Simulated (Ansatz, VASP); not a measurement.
## TiO in VASP and in Ansatz

```
Ti O
1.0
     4.92166    0.00000    0.00000
    -2.46083    4.26228    0.00000
     0.00000    0.00000    2.83448
Ti O
3 3
Direct
  0.00000 0.00000 0.00000
  0.33333 0.66667 0.50000
  0.66667 0.33333 0.50000
  0.00000 0.39444 0.00000
  0.39444 0.00000 0.00000
  0.60556 0.60556 0.00000
```

Change from the starting cell: volume scaled by 0.96.

Alike in both runs: task single point; functional PBEsol; k mesh 6 × 6 × 9; occupations fermi-dirac, width 0.05 eV; no spin polarisation.

|  | VASP | Ansatz |
| --- | --- | --- |
| version | VASP 6.6.1 | Ansatz 0.2.0 |
| potentials or method | VASP PAW PBE potentials, release 64 (Ti_sv, O) | Ansatz PAW |
| plane-wave cutoff (eV) | 520 | 420 |
| valence electrons in the cell | 54 | 54 |

Ansatz gave:

```
gap on the k mesh at the Fermi level (eV)       : none
pressure (GPa)                                  : 3.9
largest component of the traceless stress (GPa) : 1.33
rms of the force components (eV/Å)              : 0.042
```

Problem. What did VASP give for the same quantities?

Solution. gap on the k mesh at the Fermi level (eV): none; pressure (GPa): 4.7; largest component of the traceless stress (GPa): 1.39; rms of the force components (eV/Å): 0.047.

Atom by atom the forces differ by 0.006 eV/Å (rms over components). A gap of «none» marks a metal or a gap that the smearing closes. The functional is the same, so the differences come from potentials, cutoffs and numerics.

Caveats: semilocal functionals often make such compounds metallic where correlation or magnetic order opens a gap, which also shifts bond lengths; the PAW data sets were made with another functional, which shifts forces and pressure a little (VASP); the pressure holds a Pulay correction of +0.6 GPa for the finite cutoff (Ansatz); the PAW data sets come from PBE, with cores solved anew for the run's functional, which leaves a small shift of forces and pressure (Ansatz).
